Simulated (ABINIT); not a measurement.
Crystal: SiC (Moissanite).

```xyz
4
Lattice="3.0760 0.0000 0.0000 -1.5380 2.6639 0.0000 0.0000 0.0000 5.0480" Properties=species:S:1:pos:R:3 pbc="T T T"
Si    1.5380    0.8880    2.5240
Si    0.0000    1.7759    0.0000
C     1.5380    0.8880    4.4675
C     0.0000    1.7759    1.9435
```

```yaml
Program: ABINIT 10.8.3 (patched build)
Task: single point
Functional: PBE
Potentials_or_basis: JTH PAW PBE v2.0
Cutoff: 517 eV
k_mesh: 10 × 10 × 5
Occupations: fermi-dirac, width 0.05 eV
Spin: no spin polarisation
```

On this cell: pressure 3.1 GPa; largest force 0.740 eV/Å; band gap on the k mesh 2.49 eV, indirect (least direct gap 4.10 eV).

The same run follows on a disturbed copy (atoms moved at random, drawn with an rms of 0.05 Å):

```
Si C
1.0
     3.07600    0.00000    0.00000
    -1.53800    2.66389    0.00000
     0.00000    0.00000    5.04800
Si C
2 2
Direct
  0.66176 0.32400 0.50824
  0.33440 0.66063 0.00133
  0.68683 0.33924 0.88747
  0.34214 0.66909 0.38002
```

Problem. What does the disturbed cell give?

Solution. The energy moves by +8.9 meV/atom; pressure 3.2 GPa; largest force 1.493 eV/Å; band gap on the k mesh 2.35 eV, indirect (least direct gap 3.98 eV).

Forces on the atoms (eV/Å):
```
Si   0.493  0.628 -0.328
Si   0.863  0.668  0.936
C   -0.962 -0.717 -0.888
C   -0.394 -0.579  0.280
```

Stress tensor (GPa, compression positive):
```
4.29 1.13 1.52
1.13 3.61 1.46
1.52 1.46 1.69
```

Caveats: an odd mesh through Γ misses points on the zone boundary, where band edges often lie.
